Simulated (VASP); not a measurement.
# Cl2 in VASP: notebook, part 2 of 2

VASP 6.6.1. Earlier steps stand in the parts before.

### Step 5. Single point, PBEsol

INCAR reads:

```
ALGO = Normal
EDIFF = 1E-7
ENCUT = 900
GGA = PS
ISIF = 2
ISMEAR = 0
LASPH = T
LCHARG = F
LREAL = F
LWAVE = F
NBANDS = 14
NELM = 100
PREC = Accurate
SIGMA = 0.02
```

KPOINTS reads:

```
k-points
0
Gamma
  1 1 1
```

POSCAR reads:

```
Cl
1.0
   10.0000000000      0.0000000000      0.0000000000
    0.0000000000     10.5000000000      0.0000000000
    0.0000000000      0.0000000000     11.0000000000
Cl
2
Direct
    0.5000000000      0.5000000000      0.4099900000
    0.5000000000      0.5000000000      0.5900100000
```

Potentials or basis: VASP PAW PBE potentials, release 64 (Cl_h).

Started as:

```sh
$ cat potpaw_PBE.64/Cl_h/POTCAR > POTCAR
$ mpirun -np 1 vasp_std > vasp.out
```

OUTCAR:

```text
EDIFF = 1E-7
   ENCUT = 900
   GGA = PS
   ISIF = 2
   ISMEAR = 0
   LASPH = T
   LREAL = F
   NELM = 100
   PREC = Accurate

 ion  position               nearest neighbor table
   1  0.500  0.500  0.410-   2 1.98
   2  0.500  0.500  0.590-   1 1.98

  LATTYP: Found a simple orthorhombic cell.
 ALAT       =    10.0000000000
 B/A-ratio  =     1.0500000000
 C/A-ratio  =     1.1000000000

  Lattice vectors:

 A1 = (  10.0000000000,   0.0000000000,   0.0000000000)
 A2 = (   0.0000000000,  10.5000000000,   0.0000000000)
 A3 = (   0.0000000000,   0.0000000000,  11.0000000000)

Analysis of symmetry for initial positions (statically):
=====================================================================
 Subroutine PRICEL returns:
 Original cell was already a primitive cell.

 Routine SETGRP: Setting up the symmetry group for a
 simple orthorhombic supercell.

 Subroutine GETGRP returns: Found  8 space group operations
 (whereof  8 operations were pure point group operations)
 out of a pool of  8 trial point group operations.

The static configuration has the point symmetry D_2h.

Analysis of symmetry for dynamics (positions and initial velocities):
=====================================================================
 Subroutine PRICEL returns:
 Original cell was already a primitive cell.

 Routine SETGRP: Setting up the symmetry group for a
 simple orthorhombic supercell.

 Subroutine GETGRP returns: Found  8 space group operations
 (whereof  8 operations were pure point group operations)
 out of a pool of  8 trial point group operations.

The dynamic configuration has the point symmetry D_2h.

 Subroutine INISYM returns: Found  8 space group operations
 (whereof  8 operations are pure point group operations),
 and found     1 'primitive' translations

[... 88 lines left out ...]
   IMIX   =      4    mixing-type and parameters
     AMIX     =   0.40;   BMIX     =  1.00
     AMIX_MAG =   1.60;   BMIX_MAG =  1.00
  volume/ion in A,a.u.               =     577.50      3897.16
  Fermi-wavevector in a.u.,A,eV,Ry     =   0.376060  0.710650  1.924149  0.141421
  Thomas-Fermi vector in A             =   1.307622
   LORBIT       =      0    0 simple, 1 ext, 2 COOP (PROOUT), +10 PAW based schemes
   GGA     = PS    functional components
   LHFCALC =     F    Hartree Fock is set to
   AEXX    =    0.0000 exact exchange contribution
   IVDW    =     0    specifies the selected vdW correction
   LEPSILON=     F    determine dielectric tensor
   LRPA    =     F    only Hartree local field effects (RPA)
 non-spin polarized calculation
 Gauss-broadening in eV      SIGMA  =   0.02
  energy-cutoff  :      900.00
  volume of cell :     1155.00
 maximum number of plane-waves:     70855
 NGX is ok and might be reduce to    98
   NGX = 49   NGY = 51   NGZ = 53

 number of electron      13.9999999 magnetization

 Free energy of the ion-electron system (eV)
  ---------------------------------------------------
  ext. energy  EPLUGINS =         0.00000000
  ---------------------------------------------------
  free energy    TOTEN  =        -3.82342780 eV

  energy without entropy =       -3.82342780  energy(sigma->0) =       -3.82342780

 E-fermi :  -6.7298     XC(G=0):  -0.8015

 val. band max:       -6.8933294515   @ k =   0.0000   0.0000   0.0000
 cond. band min:      -3.7854909016   @ k =   0.0000   0.0000   0.0000
 fundamental gap:      3.1078385500
 Fermi energy:        -6.7298435469

 k-point     1 :       0.0000    0.0000    0.0000
  band No.  band energies     occupation
      1     -23.2534      2.00000
      2     -18.8516      2.00000
      3     -11.6548      2.00000
      4      -9.6532      2.00000
      5      -9.6531      2.00000
      6      -6.8934      2.00000
      7      -6.8933      2.00000
      8      -3.7855      0.00000
      9      -0.2346      0.00000
     10       0.9489      0.00000
     11       1.0701      0.00000
     12       1.1609      0.00000
     13       1.2797      0.00000
     14       1.3063      0.00000

------------------------ aborting loop because EDIFF is reached ----------------------------------------

  FORCE on cell =-STRESS in cart. coord.  units (eV):
  Direction    XX          YY          ZZ          XY          YZ          ZX
  --------------------------------------------------------------------------------------
  -------------------------------------------------------------------------------------
  Total       -0.0116467     -0.0112559      0.2347986      0.0000000      0.0000000      0.0000000
  in kB       -0.0161560     -0.0156138      0.3257048      0.0000000      0.0000000      0.0000000
  external PRESSURE =       0.0979784 kB  Pullay stress =       0.0000000 kB

 VOLUME and BASIS-vectors are now :
 -----------------------------------------------------------------------------
  energy-cutoff  :      900.00
  volume of cell :     1155.00
      direct lattice vectors                 reciprocal lattice vectors
    10.000000000  0.000000000  0.000000000     0.100000000  0.000000000  0.000000000
     0.000000000 10.500000000  0.000000000     0.000000000  0.095238095  0.000000000
     0.000000000  0.000000000 11.000000000     0.000000000  0.000000000  0.090909091

 POSITION                                       TOTAL-FORCE (eV/Angst)
 -----------------------------------------------------------------------------------
      5.00000      5.25000      4.50989         0.000000      0.000000     -0.123970
      5.00000      5.25000      6.49011         0.000000      0.000000      0.123970
 -----------------------------------------------------------------------------------
    total drift:                               -0.000000      0.000000     -0.000000

  FREE ENERGIE OF THE ION-ELECTRON SYSTEM (eV)
  ---------------------------------------------------
  free  energy   TOTEN  =        -3.8234277962 eV

  energy  without entropy=       -3.8234277962  energy(sigma->0) =       -3.82342780
```

stdout:

```text
POSCAR found type information on POSCAR Cl
 POSCAR found :  1 types and       2 ions
 scaLAPACK will be used
 -----------------------------------------------------------------------------
|                                                                             |
|                                                                             |
|     You enforced a specific xc type in the INCAR file but a different       |
|     I HOPE YOU KNOW WHAT YOU ARE DOING!                                     |
|                                                                             |
 -----------------------------------------------------------------------------

 LDA part: xc-table for (Slater+PW92), standard interpolation
 POSCAR, INCAR and KPOINTS ok, starting setup
 FFT: planning ... GRIDC
 FFT: planning ... GRID_SOFT
 FFT: planning ... GRID
 WAVECAR not read
 entering main loop
```

It took 2.9 min on 1 thread of Intel Xeon Platinum 8559C (Emerald Rapids), shared host; peak memory 1.5 GiB.

What came out:

* Free energy: -3.8234 eV
* Largest force: 0.124 eV/Å
* Gap between the frontier levels: 3.11 eV

Forces on the atoms (eV/Å):
```
Cl   0.000  0.000 -0.124
Cl   0.000  0.000  0.124
```

Caveat: the PAW data sets were made with another functional, which shifts forces and pressure a little. A hybrid or GW would open this gap; PBEsol tends to underestimate it.

### Step 6. Single point, r2SCAN

INCAR reads:

```
ALGO = Normal
EDIFF = 1E-7
ENCUT = 520
ISIF = 2
ISMEAR = 0
LASPH = T
LCHARG = F
LMIXTAU = T
LREAL = F
LWAVE = F
METAGGA = R2SCAN
NBANDS = 14
NELM = 100
PREC = Accurate
SIGMA = 0.02
```

KPOINTS is that of step 5.

POSCAR is that of step 5.

Potentials or basis: VASP PAW PBE potentials, release 64 (Cl).

Started as:

```sh
$ cat potpaw_PBE.64/Cl/POTCAR > POTCAR
$ mpirun -np 1 vasp_std > vasp.out
```

It took 4.7 min on 1 thread of Intel Xeon Platinum 8559C (Emerald Rapids), shared host; peak memory 1.1 GiB.

It converged, with:

- Free energy: -12.0916 eV
- Largest force: 0.004 eV/Å
- Gap between the frontier levels: 3.55 eV

Forces in eV/Å, atoms in the order of the input:
```
Cl   0.000  0.000  0.004
Cl   0.000  0.000 -0.004
```

Levels at points of the mesh, in eV from the valence-band top:
| k point | band 3 | band 4 | band 5 | band 6 | band 7 | band 8 | band 9 | band 10 | band 11 | band 12 |
| --- | --- | --- | --- | --- | --- | --- | --- | --- | --- | --- |
| (0.00, 0.00, 0.00) | -4.86 | -2.85 | -2.85 | 0.00 | 0.00 | 3.55 | 7.38 | 8.51 | 8.70 | 8.77 |

Caveat: the PAW data sets were made with another functional, which shifts forces and pressure a little.

### Step 7. The runs side by side

| level | potentials or basis | cutoff (eV) | smearing | gap on the mesh (eV) |
| --- | --- | --- | --- | --- |
| PBEsol | VASP PAW PBE potentials, release 64 (Cl) | 700 | gaussian 0.02 eV | 3.12 |
| PBEsol | VASP PAW PBE potentials, release 64 (Cl) | 520 | gaussian 0.02 eV | 3.12 |
| PBEsol | VASP PAW PBE potentials, release 64 (Cl) | 520 | gaussian 0.5 eV | 3.12 |
| PBEsol | VASP PAW PBE potentials, release 64 (Cl_h) | 900 | gaussian 0.02 eV | 3.11 |
| r2SCAN | VASP PAW PBE potentials, release 64 (Cl) | 520 | gaussian 0.02 eV | 3.55 |

Alike in all rows: task single point; no spin polarisation; cell as given; k mesh 1 × 1 × 1.

Caveats: the PAW data sets were made with another functional, which shifts forces and pressure a little.

Total energies depend on the potentials used, so only differences within one code and one set of settings carry meaning.
